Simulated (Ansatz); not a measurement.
The elements of this relaxed trial crystal are hidden behind letters.

```
lattice vectors (Å)
  -2.1650    2.1650   15.4559
   2.1650   -2.1650   15.4559
   2.1650    2.1650  -15.4559
fractional positions
X 0.4004 0.4004 0.0000
X 0.5996 0.5996 0.0000
Z 0.8013 0.8013 0.0000
Z 0.0000 0.0000 0.0000
Z 0.1987 0.1987 0.0000
Q 0.9035 0.9035 0.0000
Q 0.5000 0.5000 0.0000
Q 0.0965 0.0965 0.0000
Q 0.6970 0.6970 0.0000
Q 0.3030 0.3030 0.0000
```

Level of theory: Ansatz, DFT PBE, scalar-relativistic, plane waves, PAW. Cutoff 420 eV, Γ-centred 12×12×12 mesh (10-atom cell), Gaussian smearing of 0.10 eV, no spin polarisation.

```
Space group                                  : I4/mmm (No. 139)
Conventional cell                            : a = 4.330 Å, c = 30.912 Å
Volume per atom                              : 28.98 Å³
Density                                      : 8.39 g/cm³
Energy over the elements                     : −0.13 eV/atom
Gap on the 12×12×12 mesh of the 10-atom cell : 0 eV (a metal)
```

Energies are uncorrected and count from the elements' standard states at the same level.

Question: X is a d-block element of period 5, Z is a d-block element of period 6 and Q is a p-block element of period 5. Which elements are they?

Answer: X = Cd, Z = Hg, Q = Te, so the formula is Cd2Hg3Te5. Density times volume gives a mean mass of 8.39 × 28.98/1.6605 = 146.4 u per atom, and this set has 146.5 u. Among the elements that the hints allow, noble gases aside, only these give it. Cd is surrounded by 6 Te at 3.01–3.08 Å; Hg on a site of symmetry 4mm has 6 Te at 3.06–3.22 Å; Te on a site of symmetry 4mm is surrounded by 2 Hg at 2.98–3.16 Å and 4 Cd at 3.06 Å; 3 more sites not described.

These runs have no spin–orbit coupling, which can matter for Hg and Te. A structure relaxed within its symmetry needn't be a true minimum.
